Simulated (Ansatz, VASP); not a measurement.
# One calculation of Ru, two programs

Contents of INCAR:

```
ALGO     = Fast           # electronic algorithm
EDIFF    = 1E-7           # SCF threshold, eV
ENCUT    = 520            # plane-wave cutoff, eV
GGA      = CA             # functional
ISIF     = 2              # what is computed and relaxed
ISMEAR   = 0              # smearing method
LASPH    = T              # aspherical terms in the spheres
LCHARG   = F              # write CHGCAR
LREAL    = F              # projectors in reciprocal space
LWAVE    = F              # write WAVECAR
NBANDS   = 13             # bands
NELM     = 60             # most SCF steps
PREC     = Accurate       # precision mode
SIGMA    = 0.15           # smearing width, eV
```

File KPOINTS:

```
k-points
0
Gamma
  22 22 22
```

File POSCAR:

```
Ru
1.0
    0.0000000000      1.9150000000      1.9150000000
    1.9150000000      0.0000000000      1.9150000000
    1.9150000000      1.9150000000      0.0000000000
Ru
1
Direct
    0.0000000000      0.0000000000      0.0000000000
```

Input for Ansatz:

```yaml
crystal:
  lattice:
    - [0.0, 1.915, 1.915]
    - [1.915, 0.0, 1.915]
    - [1.915, 1.915, 0.0]
  atoms:
    - { symbol: Ru, position: [0.0, 0.0, 0.0] }
basis:
  ecutwfc: 420
kpoints:
  mp_grid: { grid: [22, 22, 22] }
hamiltonian:
  xc: lda
scf:
  occupations: { method: gaussian, width: 0.15 }
output:
  forces: true
  stress: true
  eigenvalues: true
```

This isn't the form of Ru at room conditions, which is hcp.

Alike in both runs: task single point; functional LDA; k mesh 22 × 22 × 22; occupations gaussian, width 0.15 eV; no spin polarisation.

```csv
,VASP,Ansatz
version,VASP 6.6.1,Ansatz 0.2.0
potentials or method,"VASP PAW LDA potentials, release 64 (Ru_pv)","scalar-relativistic, plane waves, PAW"
plane-wave cutoff (eV),520,420
valence electrons in the cell,14,16
```

```tsv
	VASP	Ansatz	Ansatz less VASP
gap on the k mesh at the Fermi level (eV)	none	none	-
pressure (GPa)	-19.7	-20.4	-0.68
```

A gap of «none» marks a metal or a gap that the smearing closes. The two sets of potentials don't hold the same shells in valence.

Caveats: so large a pressure means that the cell lies far from this level's equilibrium, or that cutoff or potentials fall short (VASP).
